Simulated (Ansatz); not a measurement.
Wanted: the native input for an Ansatz 0.2.0 run.

| Property | Result |
| --- | --- |
| Task | phonons |
| Functional | PBE |
| Potentials or basis | all-electron LAPW, scalar-relativistic |
| Cutoff | 185 eV (chosen from the basis error) |
| Basis error allowed | 0.002 eV/atom |
| k mesh | 7 × 7 × 7 |
| Occupations | fermi-dirac, width 0.05 eV |
| Spin | no spin polarisation |

Crystal: SnTe.

```
Te Sn
1.0
     0.00000    3.15085    3.15085
     3.15085    0.00000    3.15085
     3.15085    3.15085    0.00000
Te Sn
1 1
Direct
  0.50000 0.50000 0.50000
  0.00000 0.00000 0.00000
```

These files were run (other wordings do the same):

input.yaml

```yaml
crystal:
  lattice:
    - [0.0, 3.15085, 3.15085]
    - [3.15085, 0.0, 3.15085]
    - [3.15085, 3.15085, 0.0]
  atoms:
    - { symbol: Te, position: [0.5, 0.5, 0.5] }
    - { symbol: Sn, position: [0.0, 0.0, 0.0] }
kpoints:
  mp_grid: { grid: [7, 7, 7] }
scf:
  occupations: { method: fermi_dirac, width: 0.05 }
hamiltonian:
  xc: pbe
  pseudopotentials: { kind: all_electron, lapw: { basis_error: 0.002 } }
output: {}
phonons:
  method: fd
  supercell: [1, 1, 1]
```

Potentials or basis: all-electron LAPW, scalar-relativistic.

Run with:

```sh
$ ansatz run input.yaml --threads 1 --pin off --max-ram 3072MiB --backend cpu --events-out ev --progress --plain --runs-dir out
```

Results of the run:

| Item | Value |
| --- | --- |
| Highest phonon frequency at Γ, LO-TO splitting left out | 28 cm⁻¹ |

Caveat: a metal's response needs a denser mesh.

Wall time 33 s on 1 thread of Arm Neoverse V1, on a shared host, peak memory 0.3 GiB.
